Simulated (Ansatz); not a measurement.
input.yaml (Ansatz)

```yaml
crystal:
  lattice:
    - [3.954145847, 0.0, 0.0]
    - [0.0, 3.954145847, 0.0]
    - [0.0, 0.0, 3.954145847]
  atoms:
    - { symbol: Ba, position: [0.0, 0.0, 0.0] }
hamiltonian:
  xc: pbe
  pseudopotentials:
    kind: paw
    azcp:
      Ba: "pseudopotentials/Ba.paw.azcp"
basis:
  ecutwfc: 420
  fft_grid_basis: typed
kpoints:
  mp_grid: { grid: [13, 13, 13], shift: [0, 0, 0] }
magnetization:
  spin_polarized: false
scf:
  occupations: { method: fermi_dirac, width: 0.1 }
```

and its output:

```
Engine: ansatz 0.2.0, x86_64-unknown-linux-gnu
Pseudopotentials: kind: paw
Pseudopotential: Ba, paw, valence charge 10, recommended cutoff 420 eV (normal) 
Functional definition: PBE
  parameter kappa = 0.804
  parameter beta = 0.06672455060314922
  exchange = pbe_x(kappa = kappa, mu = beta*pi^2/3)
  correlation = pbe_c(beta = beta)
Crystal: 1 atoms, lattice volume = 61.824 Å³
Basis set: ecut = 420 eV, 1213 PW (Γ)
Bands: 9, of which v1, the nominal top of the filled ones, is band 5 counted from 1 (4 counted from 0)
Symmetry: 48 space group operations
Space group: Pm-3m (ITA 221), of the structure as read, at distance tolerance 4.0e-5 Å
k-points: 84 of 2197
Non-local potential: Ba, projectors of the file, l = 0: 3, l = 1: 2, l = 2: 2, l = 3: 2
PAW form: soft (Blöchl's): semilocal exchange-correlation on the pseudo side does not see the compensation charge
PAW one-centre angular grid: Ba, 194 points (default); XC on 64 Gauss nodes
Initial density: superposition of atomic densities (neutral atoms: chi_scale 0, normalization atom), corrected by the library's trained network
Initial wavefunctions: pseudopotential atomic-orbital guess
Functional: x = pbe(κ = 0.804, μ = 0.2195149727645171), c = pbe(β = 0.06672455060314922)
SCF iter   1: F=—  HF=-5949.250714 eV  |F-HF|=—  |Δ(HF+E_count)|=         —  Δρ=1.49e-3  dr2=3.95e-3  ethr=1.77e-3  ⟨swp⟩=7.4  Hψ=7321  notcnv=0
SCF iter   2: F=—  HF=-5949.250578 eV  |F-HF|=—  |Δ(HF+E_count)|=   1.37e-4  Δρ=1.10e-3  dr2=2.30e-3  ethr=3.95e-5  ⟨swp⟩=1.1  Hψ=1454  notcnv=0
SCF iter   3: F=—  HF=-5949.250151 eV  |F-HF|=—  |Δ(HF+E_count)|=   4.27e-4  Δρ=4.48e-4  dr2=2.41e-4  ethr=2.30e-5  ⟨swp⟩=2.2  Hψ=1032  notcnv=0
SCF iter   4: F=—  HF=-5949.250139 eV  |F-HF|=—  |Δ(HF+E_count)|=   1.19e-5  Δρ=1.61e-4  dr2=2.35e-5  ethr=2.41e-6  ⟨swp⟩=1.5  Hψ=863  notcnv=0
SCF iter   5: F=—  HF=-5949.250128 eV  |F-HF|=—  |Δ(HF+E_count)|=   1.04e-5  Δρ=4.01e-5  dr2=1.32e-6  ethr=2.35e-7  ⟨swp⟩=2.0  Hψ=1185  notcnv=0
SCF iter   6: F=-5949.250128 eV  HF=-5949.250128 eV  |F-HF|=1.53e-8  |Δ(HF+E_count)|=   3.93e-7  Δρ=5.54e-6  dr2=2.65e-8  ethr=1.00e-9  ⟨swp⟩=1.4  Hψ=2416  notcnv=0
SCF 1 converged in 6 iterations: F = -5949.250128 eV  dr2 = 2.65e-8
SCF converged after 6 iterations
Free energy (F): -5949.250128 eV
Harris-Foulkes:  -5949.250128 eV  (|F-HF|=1.53e-8)
Internal energy: -5949.214042 eV  (E = F + TS)
E sigma→0 (E₀):  -5949.232085 eV
Entropy (-TS):   -0.036086 eV (-36.086 meV/atom)
Fermi energy:    5.911968 eV
--- Per-component energies (eV) ---
  E_band       = -85.986743
  E_kinetic    = 166.771818
  E_local      = -387.646441  (includes V_loc(G=0)·N_el)
  E_nonlocal   = 57.133571
  E_hartree    = 123.674453
  E_xc         = -166.684864
  E_vxc        = -133.834897  (∫ρ·V_xc dr)
  E_paw        = -5225.839274  (= ΣΔE_a)
  E_vpaw       = -35.762816  (= ΣTr[D̂ρ^β])
  E_aug_tail   = -0.000002  (compensation charges beyond the density's cutoff)
  E_ewald      = -516.623304
  E_smearing   = -0.036086  (= −TS)
  E_closure    = 0.000000  (closes the sum)
  Σ components = -5949.250128   (vs F -5949.250128, Δ=0.00e0)
```

Launched by

```sh
ansatz run input.yaml --threads 1 --pin off --max-ram 3584MiB --backend cpu --events-out ev --progress --plain --runs-dir out
```

On 1 thread of Intel(R) Xeon(R) Platinum 8259CL CPU @ 2.50GHz (Skylake/Cascade Lake) (shared host) this took about 2.7 s of wall time and 2.7 s of CPU time.
